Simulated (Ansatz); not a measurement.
# SiNi2: properties at the relaxed cell

The task, for SiNi2: fit an equation of state.

Computed with Ansatz 0.2.0 (DFT PBEsol, scalar-relativistic, plane waves, PAW, unless a step's input says otherwise).

1 further run of the same task is left out (set aside as unsound or not needed). Runs told in other sessions of the task aren't counted.

### Step 1. Starting point

Symmetry: P6_3/mmc, No. 194, hexagonal system. The conventional cell has a = 3.868 Å, b = 3.868 Å, c = 4.917 Å, α = 90.00°, β = 90.00°, γ = 120.00°. Si (site symmetry -6m2) is surrounded by 11 Ni at 2.23 to 2.55 Å. Ni (site symmetry -3m) is surrounded by 8 Ni at 2.46 to 2.55 Å and 6 Si at 2.55 Å. Around Ni (site symmetry -6m2) lie 5 Si at 2.23 to 2.46 Å and 6 Ni at 2.55 Å.

As a file:

```
CELL_PARAMETERS angstrom
3.86846 0.00000 0.00000
-1.93423 3.35019 0.00000
0.00000 0.00000 4.91699
ATOMIC_POSITIONS crystal
Si 0.33333 0.66667 0.75000
Si 0.66667 0.33333 0.25000
Ni 0.00000 0.00000 0.00000
Ni 0.00000 0.00000 0.50000
Ni 0.33333 0.66667 0.25000
Ni 0.66667 0.33333 0.75000
```

This cell was relaxed beforehand with the same method: volume 10.62 Å³/atom, gap on the mesh none (metal).

### Step 2. Point at V/V0 = 0.97

input.yaml

```yaml
crystal:
  lattice:
    - [3.8293855719, 0.0, 0.0]
    - [-1.914692786, 3.3163451862, 0.0]
    - [0.0, 0.0, 4.8673152879]
  atoms:
    - { symbol: Si, position: [0.3333333333, 0.6666666667, 0.75] }
    - { symbol: Si, position: [0.6666666667, 0.3333333333, 0.25] }
    - { symbol: Ni, position: [0.0, 0.0, 0.0] }
    - { symbol: Ni, position: [0.0, 0.0, 0.5] }
    - { symbol: Ni, position: [0.3333333333, 0.6666666667, 0.25] }
    - { symbol: Ni, position: [0.6666666667, 0.3333333333, 0.75] }
basis:
  ecutwfc: 420
kpoints:
  mp_grid: { grid: [12, 12, 8] }
hamiltonian:
  xc: pbesol
scf:
  occupations: { method: gaussian, width: 0.1 }
output:
  forces: true
  stress: true
  eigenvalues: true
relax:
  adjacent_minimum: "off"
  f_tol: 0.01
  max_steps: 30
  cell: { stress_tol: 0.1, fix: [volume] }
```

Run with:

```bash
$ ansatz run input.yaml --threads 2 --pin off --max-ram 5120MiB --backend cpu --events-out ev --progress --plain --runs-dir out
```

### Step 3. Point at V/V0 = 1.03

input.yaml, as its differences from that of step 2:

```diff
@@ -2,5 +2,5 @@
   lattice:
-    - [3.8293855719, 0.0, 0.0]
-    - [-1.914692786, 3.3163451862, 0.0]
-    - [0.0, 0.0, 4.8673152879]
+    - [3.9067677451, 0.0, 0.0]
+    - [-1.9533838726, 3.383360114, 0.0]
+    - [0.0, 0.0, 4.9656713891]
   atoms:
```

### Step 4. The cell scaled to 0.94 of its volume

input.yaml, as its differences from that of step 3:

```diff
@@ -2,5 +2,5 @@
   lattice:
-    - [3.9067677451, 0.0, 0.0]
-    - [-1.9533838726, 3.383360114, 0.0]
-    - [0.0, 0.0, 4.9656713891]
+    - [3.7941412902, 0.0, 0.0]
+    - [-1.8970706451, 3.2858227428, 0.0]
+    - [0.0, 0.0, 4.8048163507]
   atoms:
```

### Step 5. Volume × 1.06

input.yaml, as its differences from that of step 4:

```diff
@@ -2,5 +2,5 @@
   lattice:
-    - [3.7941412902, 0.0, 0.0]
-    - [-1.8970706451, 3.2858227428, 0.0]
-    - [0.0, 0.0, 4.8048163507]
+    - [3.9392255466, 0.0, 0.0]
+    - [-1.9696127733, 3.4114693946, 0.0]
+    - [0.0, 0.0, 5.0264354315]
   atoms:
```

### Step 6. The cell scaled to 0.91 of its volume

input.yaml, as its differences from that of step 5:

```diff
@@ -2,5 +2,5 @@
   lattice:
-    - [3.9392255466, 0.0, 0.0]
-    - [-1.9696127733, 3.4114693946, 0.0]
-    - [0.0, 0.0, 5.0264354315]
+    - [3.7574302578, 0.0, 0.0]
+    - [-1.8787151289, 3.2540300562, 0.0]
+    - [0.0, 0.0, 4.7428072377]
   atoms:
```

### Step 7. Point at V/V0 = 1.10

input.yaml, as its differences from that of step 6:

```diff
@@ -2,5 +2,5 @@
   lattice:
-    - [3.7574302578, 0.0, 0.0]
-    - [-1.8787151289, 3.2540300562, 0.0]
-    - [0.0, 0.0, 4.7428072377]
+    - [3.9823025124, 0.0, 0.0]
+    - [-1.9911512562, 3.4487751413, 0.0]
+    - [0.0, 0.0, 5.1038761568]
   atoms:
```

### Step 8. Point at V/V0 = 0.88

input.yaml, as its differences from that of step 7:

```diff
@@ -2,5 +2,5 @@
   lattice:
-    - [3.9823025124, 0.0, 0.0]
-    - [-1.9911512562, 3.4487751413, 0.0]
-    - [0.0, 0.0, 5.1038761568]
+    - [3.7193783286, 0.0, 0.0]
+    - [-1.8596891643, 3.2210761189, 0.0]
+    - [0.0, 0.0, 4.6807764263]
   atoms:
```

(Steps that only read results are left out.)

Before running it: what results should come out? Wanted: equilibrium volume of the fit; bulk modulus.

The runs gave:

```
                     quantity          value
equilibrium volume of the fit  10.62 Å³/atom
                 bulk modulus        225 GPa
      its pressure derivative            4.7
```

What this shows: The fit puts the minimum at 10.62 Å³/atom with B = 225 GPa and B' = 4.7. Spin polarisation is off in the runs that give these values; a magnetic solution could lie lower.
